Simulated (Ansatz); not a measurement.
**BaTe: enthalpy against pressure**

BaTe, Fm-3m, a = 7.064 Å. Ansatz: r2SCAN, PAW, 500 eV, Γ-centred 8×8×8 mesh on 2 atoms, Gaussian smearing 0.02 eV; no spin polarisation. Cell and atoms are relaxed at each pressure, and no other structure is tried, so the rows at high pressure may lie past a change of phase. y is the enthalpy over the state at zero pressure; there V0 = 44.054 Å³/atom. The pressures are the targets, met within 0.05 GPa.

```tsv
P (GPa)	y (eV/atom)
-3.0	-0.8750
0.0	0.0000
3.0	0.7900
8.0	1.9942
15.0	3.5280
30.0	?
60.0	11.4610
```

**Question.** Fit y = c1 P + c2 P² + c3 P³ to the other rows, say what c1 and c2 mean, and predict the missing value.

**Answer.** Least squares on the rows shown. y = 0.27484 P − 0.0031065 P² + 2.8492×10⁻⁵ P³. Since dH/dP = V, c1 is V0: 0.27484 eV/GPa × 160.2 = 44.029 Å³ against 44.054; c2 = −V0/(2B0) gives B0 = 44 GPa, where a Birch–Murnaghan fit to the volumes of the same runs (not shown) gives 31 GPa: a cubic over this range folds the higher terms into c2. Above P = −c2/(3 c3) = 36 GPa the cubic's slope, the volume, would rise with pressure, so the form fails there. At P = 30.0 the fit asked for gives 6.2186 eV/atom. The run gave 6.4517 eV/atom, so the fit is 0.2331 eV/atom too low, 1.9 % of the span of the series, against an rms of 0.0142 eV/atom on the fitted rows. With a term in P⁴ added, a fit to the same known rows predicts 6.7513 eV/atom, which misses by about as much or more on the other side: the known rows don't fix the higher terms.

Where the gap has closed, the smearing of 0.02 eV or less is narrow for a metal on this mesh.